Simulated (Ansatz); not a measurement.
# Cu: course of a relaxation

Level of theory: Ansatz 0.2.0, DFT PBEsol, scalar-relativistic, plane waves, PAW. Run with 420 eV cutoff, 20×20×20 k-mesh, Gaussian smearing of 0.10 eV, no spin polarisation.

What was changed in Au: Au → Cu on all its sites, cell and atoms relaxed.

Command:

```bash
ansatz run input.yaml --threads 1 --pin off --max-ram 2560MiB --backend cpu --events-out ev --progress --plain --runs-dir out
```

Input:

```yaml
crystal:
  lattice:
    - [0.0, 1.7851095785, 1.7851095785]
    - [1.7851095785, 0.0, 1.7851095785]
    - [1.7851095785, 1.7851095785, 0.0]
  atoms:
    - { symbol: Cu, position: [0.0, 0.0, 0.0] }
basis:
  ecutwfc: 420
kpoints:
  mp_grid: { grid: [20, 20, 20] }
hamiltonian:
  xc: pbesol
scf:
  occupations: { method: gaussian, width: 0.1 }
output:
  forces: true
  stress: true
  eigenvalues: true
relax:
  adjacent_minimum: "off"
  f_tol: 0.01
  max_steps: 60
  cell: { stress_tol: 0.1 }
```

F is the free energy. Steps run on the plane waves of an earlier cell, but the last one, and at times one on the way, on a freshly chosen basis, so a repeated geometry can differ a little in energy.

Steps:

```csv
step,F − F(1) (eV),largest force component (eV/Å),V (Å³/atom),P (GPa)
1,0.0000,0.000,11.377,-0.91
2,-0.0002,0.000,11.346,-0.47
3,-0.0002,0.000,11.314,0.01
4,-0.0002,0.000,11.314,0.01
```

Relaxed structure:

```yaml
crystal:
  lattice:
    - [0.00000, 1.78180, 1.78180]
    - [1.78180, 0.00000, 1.78180]
    - [1.78180, 1.78180, 0.00000]
  atoms:
    - { symbol: Cu, position: [0.00000, 0.00000, 0.00000] }
```

Symmetry: Fm-3m, No. 225, cubic system. Conventional cell: a = 3.564 Å, b = 3.564 Å, c = 3.564 Å, α = 90.00°, β = 90.00°, γ = 90.00°. Cu (site symmetry m-3m) has 12 Cu at 2.52 Å as nearest neighbours.

The run converged. Time: 13 s on 1 thread of Intel(R) Xeon(R) Platinum 8375C CPU @ 2.90GHz (Ice Lake), on a shared host, peak memory 0.38 GiB.